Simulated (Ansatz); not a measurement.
## Mn (P6_3/mmc): electronic heat capacity and spin susceptibility from the density of states

All numbers below come from Ansatz 0.2.0, DFT PBE, scalar-relativistic, plane waves, PAW.

Settings: cutoff 420 eV, Γ-centred mesh 21×21×10 on the computed 2-atom cell, Gaussian smearing of 0.10 eV; no spin polarisation.

Relaxed cell: P6_3/mmc, a = 2.481 Å, b = 2.481 Å, c = 4.016 Å, α = 90.00°, β = 90.00°, γ = 120.00°, 2 atoms in the primitive cell. This form isn't the element's structure at ambient conditions.

The density of states at the Fermi level is 2.433 states/eV in the cell of 2 atoms (2 formula units; both spins, tetrahedra on a 32×32×15 mesh).

Question: What Sommerfeld coefficient and Pauli susceptibility does this give?

Answer: Per formula unit N(E_F) = 1.217 states/eV. γ = (π²/3) k_B² N(E_F) N_A = 2.357 mJ/(mol K²) per state/eV, so γ = 2.9 mJ/(mol K²), a mole of formula units. χ_P = μ_B² N(E_F) N_A = 3.23×10⁻⁵ emu/mol per state/eV gives 3.9×10⁻⁵ emu/mol. This is the bare band result: a measured γ of the same phase is as a rule larger by a factor 1 + λ from phonons and spin fluctuations, the spin part of χ is larger by the Stoner factor, and a measured χ also holds orbital and core terms. N(E_F) at one energy is sensitive to the mesh where the density of states has sharp peaks.

A ferromagnetic start lost its moments in a first run, so spin was left out; other magnetic orders weren't tried.

Cost: 1 run of about 0.48 core-minutes, on Arm Neoverse V2 (shared hosts).